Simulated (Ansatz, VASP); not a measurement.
Two plane-wave programs on Cu

INCAR

```
PREC = Accurate
ENCUT = 520
EDIFF = 1E-6
ISMEAR = -1
SIGMA = 0.05
LREAL = False
LASPH = True
NELM = 60
ALGO = Normal
ISIF = 2
LWAVE = False
LCHARG = False
GGA = PE
```

Contents of KPOINTS:

```
regular mesh
0
Gamma
  13 13 13
```

The input POSCAR:

```
Cu
1.0
   -1.4466642066      1.4570407612      1.3739820400
    1.4413733730     -1.4607418335      1.3723068300
    1.4323499893      1.4462796311     -1.3778349000
Cu
1
Direct
    0.0000000000      0.0000000000      0.0000000000
```

The input input.yaml:

```yaml
crystal:
  lattice:
    - [-1.4466642066, 1.4570407612, 1.37398204]
    - [1.441373373, -1.4607418335, 1.37230683]
    - [1.4323499893, 1.4462796311, -1.3778349]
  atoms:
    - { symbol: Cu, position: [0.0, 0.0, 0.0] }
hamiltonian:
  xc: pbe
  pseudopotentials: { kind: paw }
kpoints:
  mp_grid: { grid: [13, 13, 13] }
scf:
  occupations: { method: fermi_dirac, width: 0.05 }
output:
  forces: true
  stress: true
  eigenvalues: true
```

Change from the starting cell: strain = 0.01; cell sheared at random, sigma 0.01, atoms nudged by 0.01 Å.

Alike in both runs: task single point; functional PBE; k mesh 13 × 13 × 13; occupations fermi-dirac, width 0.05 eV; no spin polarisation.

|  | VASP | Ansatz |
| --- | --- | --- |
| version | VASP 6.6.1 | Ansatz 0.2.0 |
| potentials or method | VASP PAW PBE potentials, release 64 (Cu) | Ansatz PAW |
| plane-wave cutoff (eV) | 520 | 420 |
| valence electrons in the cell | 11 | 19 |

VASP gave:

```
gap on the k mesh at the Fermi level (eV)       : none
pressure (GPa)                                  : 8.0
largest component of the traceless stress (GPa) : 1.27
```

Task: What did Ansatz give for the same quantities?

Result: gap on the k mesh at the Fermi level (eV): none; pressure (GPa): 7.4; largest component of the traceless stress (GPa): 1.29.

A gap of «none» marks a metal or a gap that the smearing closes. The functional is the same, so the differences come from potentials, cutoffs and numerics. The two sets of potentials don't hold the same shells in valence.
